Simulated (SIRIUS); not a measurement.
## Te under changes of volume

One of the cells (33.925 Å³/atom); the others are scaled copies at fixed shape and fractional positions:

```xyz
3
Lattice="4.4540 0.0000 0.0000 -2.2270 3.8573 0.0000 0.0000 0.0000 5.9240" Properties=species:S:1:pos:R:3 pbc="T T T"
Te    1.6279    2.8197    0.0000
Te   -0.5991    1.0376    3.9493
Te    1.1981    0.0000    1.9747
```

* Program: SIRIUS 7.12.0
* Functional: PBEsol
* Potentials or basis: PseudoDojo 0.4.1 PBEsol standard (scalar relativistic)
* Cutoff: 1102 eV
* Density cutoff: 4408 eV
* k mesh: 7 × 7 × 5
* Occupations: fermi-dirac, width 0.05 eV
* Spin: no spin polarisation

```tsv
volume (Å³/atom)	energy over the lowest point (meV/atom)	pressure (GPa)	gap on the mesh (eV)	largest force (eV/Å)
31.890	11.66	2.6	0.56	0.509
32.568	3.28	1.3	0.57	0.381
33.247	0.00	0.2	0.58	0.263
33.925	1.28	-0.8	0.58	0.153
34.604	6.62	-1.7	0.59	0.050
35.282	?	?	?	?
35.961	27.75	-3.2	0.59	0.135
```

Task: What does the run at 35.282 Å³/atom give?

Result: Energy over the lowest point 15.57 meV/atom; pressure -2.5 GPa; gap on the mesh 0.59 eV; largest force 0.046 eV/Å.

Worked out: A Birch-Murnaghan fit of order 3 (a polynomial in V^(-2/3)) to the other rows has its minimum at 33.38 Å³/atom with B0 = V·E''(V) = 52 GPa and B' = 4.7 at fixed shape and positions, which overstates the stiffness. It gives 15.57 meV/atom at 35.282 Å³/atom, against the run's 15.57, and -dE/dV = -2.5 GPa, against -2.5. A straight line through the other rows of the gap, of slope 0.251 eV per unit of ln V, gives 0.59 eV, against the run's 0.59.

Energies are extrapolated to zero smearing.

Caveats: spin-orbit coupling is left out, which moves the levels of the heavy elements; an odd mesh through Γ misses points on the zone boundary, where band edges often lie.
